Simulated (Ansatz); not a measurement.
AlN:

```xyz
2
Lattice="0.0000 2.1840 2.1840 2.1840 0.0000 2.1840 2.1840 2.1840 0.0000" Properties=species:S:1:pos:R:3 pbc="T T T"
Al    0.0000    0.0000    0.0000
N     1.0920    1.0920    1.0920
```

Measurements of this composition are mostly on another form, of space group No. 186.

Base run:

| Quantity | Value |
| --- | --- |
| Program | Ansatz 0.2.0 |
| Functional | PBE |
| Potentials or basis | all-electron PAW datasets made for the crystal |
| Cutoff | 360 eV (chosen from the basis error) |
| k mesh | 6 × 6 × 6 |
| Occupations | fermi-dirac, width 0.05 eV |
| Spin | no spin polarisation |

Its results: band gap on the k mesh 3.32 eV, indirect (least direct gap 4.19 eV); pressure 4.8 GPa.

The run is repeated on the same cell with these changes: functional from PBE to PBE0; cutoff from 360 eV (chosen from the basis error) to 470 eV (chosen from the basis error). What comes out?

Band gap on the k mesh 5.28 eV, indirect (least direct gap 6.29 eV); pressure -0.5 GPa.

PBE0 gives the wider gap, since exact exchange removes part of the self-interaction.

A k mesh can miss the band edges.

The runs don't all hold the same shells in valence.
